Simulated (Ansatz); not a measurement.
Reactions of FHO (`OF`).

Isolated molecules relaxed with PBE0-D4/def2-TZVP in Ansatz; ΔE leaves out vibrations. CCSD(T)/CBS adds triple-zeta CCSD(T) − MP2 to the extrapolated MP2 energy (def2 sets, frozen cores). Small cases extrapolate CCSD(T) itself. DFT in def2-TZVPP. No spin–orbit coupling; open shells (•) take unrestricted orbitals. Spin–orbit coupling would lower the free atoms: a little for F, O.

| reaction | CCSD(T)/CBS(def2) (eV) |
| --- | --- |
| `OF` → F• + H• + O• | 6.84 |
| `OF` + `F[C](F)F`• → `[O]F`• + `FC(F)F` | -0.32 |
| `OF` → H• + `[O]F`• | 4.61 |
| `OF` → F• + `[OH]`• | ? |
| `OF` + F• → `[O]F`• + H–F | -1.54 |
| `OF` + `[CH3]`• → `[O]F`• + CH₄ | -0.27 |
| `OF` + `[SiH3]`• → `[O]F`• + SiH₄ | 0.42 |
| `OF` + H• → `[O]F`• + H₂ | ? |

Q: Fill in the missing values. (An estimate is asked.)

A: Computed: `OF` → F• + `[OH]`•: +2.19 eV; `OF` + H• → `[O]F`• + H₂: -0.14 eV.

Largest T1 diagnostic: 0.028, for `[O]F`•, so its coupled-cluster energy is less sure.

Extrapolated directly: `OF` → F• + H• + O•; `OF` → H• + `[O]F`•; `OF` → F• + `[OH]`•; `OF` + F• → `[O]F`• + H–F; `OF` + `[CH3]`• → `[O]F`• + CH₄; `OF` + `[SiH3]`• → `[O]F`• + SiH₄; `OF` + H• → `[O]F`• + H₂.
